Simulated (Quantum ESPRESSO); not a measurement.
# Bi (P2/m) in Quantum ESPRESSO: notebook

Aim: see how the results for Bi move with the level of theory and the settings. Levels: PBEsol, r2SCAN. Tasks: band structure, single point, equation of state.

All numbers are computed with Quantum ESPRESSO 7.5; they aren't measurements. Logs are shortened: lines on timing, memory, paths and dates and some standing lists are left out, and cuts for length are marked.

## 1. The crystal as given

Symmetry: P2/m, No. 10, monoclinic system. Conventional cell: a = 3.238 Å, b = 3.222 Å, c = 6.444 Å, α = 90.00°, β = 90.72°, γ = 90.00°. Around Bi (site symmetry m) lie 6 Bi at 3.22 to 3.24 Å.

This isn't the form of Bi at room conditions, which is rhombohedral.

## 2. Band structure, PBEsol

pw.in reads:

```
&CONTROL
  calculation = 'scf'
  prefix = 'pwscf'
  outdir = './tmp'
  pseudo_dir = './pseudo'
  tprnfor = .true.
  tstress = .true.
  disk_io = 'low'
/
&SYSTEM
  ibrav = 0
  celldm(1) = 8
  nat = 2
  ntyp = 1
  ecutwfc = 66
  nbnd = 22
  occupations = 'smearing'
  smearing = 'fd'
  degauss = 0.00367493
/
&ELECTRONS
  conv_thr = 4d-10
  electron_maxstep = 120
  mixing_beta = 0.5
/
ATOMIC_SPECIES
Bi   208.9804 Bi.upf
CELL_PARAMETERS alat
  0.7649555241792   0.0000000000000   0.0000000000000
  0.0000000000000   0.7610029432538   0.0000000000000
 -0.0190047109084   0.0000000000000   1.5221481234056
ATOMIC_POSITIONS crystal
Bi     0.5442472500    0.0000000000    0.7495778900
Bi     0.4557527500    0.0000000000    0.2504221100
K_POINTS automatic
8 8 4 0 0 0
```

bands.in reads:

```
&CONTROL
  calculation = 'bands'
  prefix = 'pwscf'
  outdir = './tmp'
  pseudo_dir = './pseudo'
  disk_io = 'low'
  verbosity = 'high'
/
&SYSTEM
  ibrav = 0
  celldm(1) = 8
  nat = 2
  ntyp = 1
  ecutwfc = 66
  nbnd = 22
  occupations = 'smearing'
  smearing = 'fd'
  degauss = 0.00367493
/
&ELECTRONS
  conv_thr = 1d-08
  electron_maxstep = 120
  mixing_beta = 0.5
  diago_full_acc = .true.
  startingwfc = 'random'
/
ATOMIC_SPECIES
Bi   208.9804 Bi.upf
CELL_PARAMETERS alat
  0.7649555241792   0.0000000000000   0.0000000000000
  0.0000000000000   0.7610029432538   0.0000000000000
 -0.0190047109084   0.0000000000000   1.5221481234056
ATOMIC_POSITIONS crystal
Bi     0.5442472500    0.0000000000    0.7495778900
Bi     0.4557527500    0.0000000000    0.2504221100
K_POINTS crystal
60
 0.0000000000  0.0000000000  0.0000000000 1
 0.0000000000  0.0000000000  0.1666666667 1
 0.0000000000  0.0000000000  0.3333333333 1
 0.0000000000  0.0000000000  0.5000000000 1
-0.0621175826  0.0000000000  0.5015432619 1
-0.1242351652  0.0000000000  0.5030865238 1
-0.1863527478  0.0000000000  0.5046297856 1
-0.2484703304  0.0000000000  0.5061730475 1
-0.3105879130  0.0000000000  0.5077163094 1
-0.3727054956  0.0000000000  0.5092595713 1
-0.4348230782  0.0000000000  0.5108028332 1
-0.4969406608  0.0000000000  0.5123460950 1
-0.5000000000  0.0000000000  0.5000000000 1
-0.5000000000  0.0625000000  0.5000000000 1
-0.5000000000  0.1250000000  0.5000000000 1
-0.5000000000  0.1875000000  0.5000000000 1
-0.5000000000  0.2500000000  0.5000000000 1
-0.5000000000  0.3125000000  0.5000000000 1
-0.5000000000  0.3750000000  0.5000000000 1
-0.5000000000  0.4375000000  0.5000000000 1
-0.5000000000  0.5000000000  0.5000000000 1
-0.5030593392  0.5000000000  0.4876539050 1
-0.5020395595  0.5000000000  0.3251026033 1
-0.5010197797  0.5000000000  0.1625513017 1
-0.5000000000  0.5000000000  0.0000000000 1
-0.5000000000  0.4375000000  0.0000000000 1
-0.5000000000  0.3750000000  0.0000000000 1
-0.5000000000  0.3125000000  0.0000000000 1
-0.5000000000  0.2500000000  0.0000000000 1
-0.5000000000  0.1875000000  0.0000000000 1
-0.5000000000  0.1250000000  0.0000000000 1
-0.5000000000  0.0625000000  0.0000000000 1
-0.5000000000  0.0000000000  0.0000000000 1
-0.5007648348  0.0000000000  0.1219134762 1
-0.5015296696  0.0000000000  0.2438269525 1
-0.5022945044  0.0000000000  0.3657404287 1
-0.5030593392  0.0000000000  0.4876539050 1
-0.4969406608  0.5000000000  0.5123460950 1
-0.4348230782  0.5000000000  0.5108028332 1
-0.3727054956  0.5000000000  0.5092595713 1
-0.3105879130  0.5000000000  0.5077163094 1
-0.2484703304  0.5000000000  0.5061730475 1
-0.1863527478  0.5000000000  0.5046297856 1
-0.1242351652  0.5000000000  0.5030865238 1
-0.0621175826  0.5000000000  0.5015432619 1
 0.0000000000  0.5000000000  0.5000000000 1
 0.0000000000  0.5000000000  0.3750000000 1
 0.0000000000  0.5000000000  0.2500000000 1
 0.0000000000  0.5000000000  0.1250000000 1
 0.0000000000  0.5000000000  0.0000000000 1
 0.0000000000  0.0000000000  0.5000000000 1
 0.0000000000  0.0555555556  0.5000000000 1
 0.0000000000  0.1111111111  0.5000000000 1
 0.0000000000  0.1666666667  0.5000000000 1
 0.0000000000  0.2222222222  0.5000000000 1
 0.0000000000  0.2777777778  0.5000000000 1
 0.0000000000  0.3333333333  0.5000000000 1
 0.0000000000  0.3888888889  0.5000000000 1
 0.0000000000  0.4444444444  0.5000000000 1
 0.0000000000  0.5000000000  0.5000000000 1
```

Potentials or basis: PseudoDojo 0.4.1 SR PBEsol standard.

Launch:

```console
$ OMP_NUM_THREADS=1 mpirun -n 2 pw.x -nk 2 -in pw.in > pw.out
$ OMP_NUM_THREADS=1 mpirun -n 2 pw.x -nk 2 -in bands.in > bands.out
```

pw.out:

```text
This program is part of the open-source Quantum ESPRESSO suite
     for quantum simulation of materials; please cite
         "P. Giannozzi et al., J. Phys.:Condens. Matter 21 395502 (2009);
         "P. Giannozzi et al., J. Phys.:Condens. Matter 29 465901 (2017);
         "P. Giannozzi et al., J. Chem. Phys. 152 154105 (2020);
     in publications or presentations arising from this work. More details at

     Message from routine setup:
     using ibrav=0 with symmetry is DISCOURAGED, use correct ibrav instead

     K-points division:     npool     =       2
     Subspace diagonalization in iterative solution of the eigenvalue problem:
     a serial algorithm will be used

     G-vector sticks info
     --------------------
     sticks:   dense  smooth     PW     G-vecs:    dense   smooth      PW
     Sum         781     781    241                32881    32881    5447

     Using Slab Decomposition

     bravais-lattice index     =            0
     lattice parameter (alat)  =       8.0000  a.u.
     unit-cell volume          =     453.6798 (a.u.)^3
     number of atoms/cell      =            2
     number of atomic types    =            1
     number of electrons       =        30.00
     number of Kohn-Sham states=           22
     kinetic-energy cutoff     =      66.0000  Ry
     charge density cutoff     =     264.0000  Ry
     scf convergence threshold =      4.0E-10
     mixing beta               =       0.5000
     number of iterations used =            8  plain     mixing
     Exchange-correlation= PBESOL
                           (   1   4  10   8   0   0   0)

     celldm(1)=   8.000000  celldm(2)=   0.000000  celldm(3)=   0.000000
     celldm(4)=   0.000000  celldm(5)=   0.000000  celldm(6)=   0.000000

     crystal axes: (cart. coord. in units of alat)
               a(1) = (   0.764956   0.000000   0.000000 )
               a(2) = (   0.000000   0.761003   0.000000 )
               a(3) = (  -0.019005   0.000000   1.522148 )

     reciprocal axes: (cart. coord. in units 2 pi/alat)
               b(1) = (  1.307266 -0.000000  0.016322 )
               b(2) = (  0.000000  1.314055 -0.000000 )
               b(3) = (  0.000000  0.000000  0.656966 )

     PseudoPot. # 1 for Bi read from file:
     Bi.upf
     Pseudo is Norm-conserving + core correction, Zval = 15.0
     Generated using ONCVPSP code by D. R. Hamann
     Using radial grid of 1472 points,  6 beta functions with:
                l(1) =   0
                l(2) =   0
                l(3) =   1
                l(4) =   1
                l(5) =   2
                l(6) =   2

     atomic species   valence    mass     pseudopotential
     Bi               15.00   208.98040     Bi( 1.00)

      4 Sym. Ops., with inversion, found

   Cartesian axes

     site n.     atom                  positions (alat units)
         1        Bi     tau(   1) = (   0.4020794   0.0000000   1.1409686  )
         2        Bi     tau(   2) = (   0.3438714   0.0000000   0.3811795  )

     number of k points=    90  Fermi-Dirac smearing, width (Ry)=  0.0037
                       cart. coord. in units 2pi/alat
        k(    1) = (   0.0000000   0.0000000   0.0000000), wk =   0.0078125
        k(    2) = (   0.0000000   0.0000000   0.1642416), wk =   0.0156250
        k(    3) = (   0.0000000   0.0000000  -0.3284831), wk =   0.0078125
        k(    4) = (   0.0000000   0.1642569   0.0000000), wk =   0.0156250
        k(    5) = (   0.0000000   0.1642569   0.1642416), wk =   0.0312500
        k(    6) = (   0.0000000   0.1642569  -0.3284831), wk =   0.0156250
[... 82 lines left out ...]
        k(   89) = (  -0.6536328  -0.6570277   0.1560807), wk =   0.0156250
        k(   90) = (  -0.6536328  -0.6570277  -0.3366440), wk =   0.0078125

     Dense  grid:    32881 G-vectors     FFT dimensions: (  32,  32,  64)

     Initial potential from superposition of free atoms

     starting charge      29.9985, renormalised to      30.0000
     Starting wfcs are   18 randomized atomic wfcs +    4 random wfcs

     Self-consistent Calculation

     iteration #  1     ecut=    66.00 Ry     beta= 0.50
     Davidson diagonalization with overlap
     ethr =  1.00E-02,  avg # of iterations =  5.2

     Threshold (ethr) on eigenvalues was too large:
     Diagonalizing with lowered threshold

     Davidson diagonalization with overlap
     ethr =  1.21E-05,  avg # of iterations =  7.1

     total energy              =    -327.70778710 Ry
     estimated scf accuracy    <       0.00375456 Ry

     iteration #  2     ecut=    66.00 Ry     beta= 0.50
     Davidson diagonalization with overlap
     ethr =  1.25E-05,  avg # of iterations =  1.0
[... 36 lines left out ...]
     total energy              =    -327.70809134 Ry
     estimated scf accuracy    <          7.1E-10 Ry

     iteration #  8     ecut=    66.00 Ry     beta= 0.50
     Davidson diagonalization with overlap
     ethr =  2.37E-12,  avg # of iterations =  2.2

     End of self-consistent calculation

          k = 0.0000 0.0000 0.0000 (  4127 PWs)   bands (ev):

   -12.5707 -12.5604 -12.5537 -12.3098 -12.3088 -12.2904 -12.2328 -12.2227
   -12.2208 -12.2146  -2.8939  -0.9334   5.2771  13.5898  13.6337  13.6549
    15.1945  15.6030  16.8031  18.3034  18.4517  20.2659

          k = 0.0000 0.0000 0.1642 (  4093 PWs)   bands (ev):

   -12.5659 -12.5558 -12.5250 -12.3350 -12.2973 -12.2957 -12.2393 -12.2359
   -12.2198 -12.2152  -2.6950  -1.3632   6.2314  11.4484  13.8033  13.8758
    14.9232  15.2219  17.4345  18.4894  18.9278  19.7365
[... 505 lines left out ...]
          k =-0.6536 0.4928-0.3366 (  4114 PWs)   bands (ev):

   -12.4028 -12.4022 -12.3726 -12.3686 -12.3460 -12.3426 -12.2650 -12.2556
   -12.1299 -12.1292   1.2872   1.3277   7.5324   7.5591   8.9153   8.9491
    12.0868  12.1847  14.5284  14.5555  17.5979  17.6581

          k =-0.6536-0.6570-0.0082 (  4092 PWs)   bands (ev):

   -12.4253 -12.4135 -12.4117 -12.4112 -12.4081 -12.3079 -12.3055 -12.1027
   -12.0965 -12.0897   1.0091   2.9224   7.1810   7.2550   8.9279   8.9631
     9.0983  13.0642  15.2968  15.6304  15.7938  16.7483

          k =-0.6536-0.6570 0.1561 (  4098 PWs)   bands (ev):

   -12.4240 -12.4139 -12.4067 -12.3967 -12.3536 -12.3257 -12.3212 -12.1439
   -12.0958 -12.0921   1.1997   2.4972   7.3815   7.4104   8.5919   8.6401
    10.1107  13.2277  14.7218  15.1772  16.4916  16.8871

          k =-0.6536-0.6570-0.3366 (  4104 PWs)   bands (ev):

   -12.4195 -12.4188 -12.3701 -12.3659 -12.3607 -12.3572 -12.2524 -12.2425
   -12.0942 -12.0939   1.7263   1.7674   7.9081   7.9262   7.9408   7.9528
    12.4945  12.5969  13.7630  13.7901  18.3323  18.3828

     the Fermi energy is    10.3298 ev

!    total energy              =    -327.70809134 Ry
     estimated scf accuracy    <          3.7E-11 Ry
     smearing contrib. (-TS)   =      -0.00104255 Ry
     internal energy E=F+TS    =    -327.70704879 Ry

     The total energy is F=E-TS. E is the sum of the following terms:
     one-electron contribution =    -100.12122387 Ry
     hartree contribution      =      67.73314791 Ry
     xc contribution           =     -85.87271534 Ry
     ewald contribution        =    -209.44625749 Ry

     convergence has been achieved in   8 iterations

     Forces acting on atoms (cartesian axes, Ry/au):

     atom    1 type  1   force =     0.00016721    0.00000000   -0.00042001
     atom    2 type  1   force =    -0.00016721    0.00000000    0.00042001

     Total force =     0.000639     Total SCF correction =     0.000015

     Computing stress (Cartesian axis) and pressure

          total   stress  (Ry/bohr**3)                   (kbar)     P=       -4.52
  -0.00004239   0.00000000  -0.00000729           -6.24        0.00       -1.07
   0.00000000   0.00000892   0.00000000            0.00        1.31        0.00
  -0.00000729   0.00000000  -0.00005863           -1.07        0.00       -8.63

=------------------------------------------------------------------------------=
   JOB DONE.
=------------------------------------------------------------------------------=
```

Run time: 62 s. Hardware: 2 MPI ranks of Arm Neoverse V1, shared host; peak memory 0.26 GiB.

Results:

- Free energy: -4458.6957 eV
- Pressure: -0.5 GPa
- Largest force: 0.012 eV/Å
- Band gap on the k mesh: none (metal or under the smearing width)

Forces on the atoms (eV/Å):
```
Bi   0.004  0.000 -0.011
Bi  -0.004  0.000  0.011
```

Stress tensor (GPa, compression positive):
```
-0.62  0.00 -0.11
 0.00  0.13  0.00
-0.11  0.00 -0.86
```

Levels at the corners of the path, in eV from the Fermi level:
```tsv
point	band 12	band 13	band 14	band 15	band 16	band 17	band 18	band 19
Γ	-11.26	-5.05	3.26	3.30	3.33	4.86	5.27	6.47
Y	-12.45	-1.82	-1.79	3.95	4.04	4.14	4.16	7.63
H	-10.51	-4.34	-4.27	0.10	0.38	5.31	5.54	6.06
C	-10.52	-4.32	-4.29	0.19	0.28	5.40	5.45	6.08
E	-8.56	-2.42	-2.40	-2.39	-2.38	2.16	2.27	3.43
M1	-8.54	-2.44	-2.43	-2.37	-2.35	2.07	2.36	3.41
A	-7.41	-3.15	-3.07	-1.40	-1.37	-1.23	2.73	4.97
X	-9.40	-5.01	-3.20	-3.06	2.37	5.26	5.52	7.20
H1	-10.51	-4.34	-4.27	0.10	0.38	5.31	5.54	6.06
M	-8.54	-2.44	-2.43	-2.37	-2.35	2.07	2.36	3.41
D	-10.48	-4.28	-4.27	0.21	0.25	5.45	5.46	5.94
Z	-9.30	-5.06	-3.14	-3.12	2.70	5.22	5.26	6.91
Y	-12.45	-1.82	-1.79	3.95	4.04	4.14	4.16	7.63
D	-10.48	-4.28	-4.27	0.21	0.25	5.45	5.46	5.94
```

Caveat: spin-orbit coupling is left out, which moves the levels of the heavy elements.

## 3. Single point, r2SCAN, 31.60 Å³/atom

pw.in reads:

```
&CONTROL
  calculation = 'scf'
  prefix = 'pwscf'
  outdir = './tmp'
  pseudo_dir = './pseudo'
  tstress = .true.
  disk_io = 'nowf'
/
&SYSTEM
  ibrav = 0
  nat = 2
  ntyp = 1
  ecutwfc = 66
  nbnd = 22
  input_dft = 'r2scan'
  occupations = 'smearing'
  smearing = 'fd'
  degauss = 0.00367493
  nosym = .true.
  nr1 = 36
  nr2 = 36
  nr3 = 72
/
&ELECTRONS
  conv_thr = 1d-08
  electron_maxstep = 120
  mixing_beta = 0.5
/
ATOMIC_SPECIES
Bi   208.9804 Bi_ONCV_PBE-1.2.upf
CELL_PARAMETERS angstrom
   3.1722683854    0.0000000000    0.0000000000
   0.0000000000    3.1558770435    0.0000000000
  -0.0788124821    0.0000000000    6.3123439430
ATOMIC_POSITIONS crystal
Bi     0.5442472500    0.0000000000    0.7495778900
Bi     0.4557527500    0.0000000000    0.2504221100
K_POINTS automatic
4 4 2 0 0 0
```

Potentials or basis: SG15 PBE 1.2.

Launch:

```console
$ OMP_NUM_THREADS=1 mpirun -n 2 pw.x -nk 2 -in pw.in > pw.out
```

Wall time 54 s (2 MPI ranks of Arm Neoverse V1, shared host); peak memory 0.22 GiB.

Results (log left out):

| Quantity | Value |
| --- | --- |
| Free energy | -3678.7540 eV |
| Pressure | 4.8 GPa |
| Band gap on the k mesh | none (metal or under the smearing width) |

Caveat: the k mesh is coarse (spacing up to 0.50 Å⁻¹), so the values aren't converged; the potentials were made for another functional, which shifts forces and pressure; spin-orbit coupling is left out, which moves the levels of the heavy elements.

(Continued in part 2 of 2.)
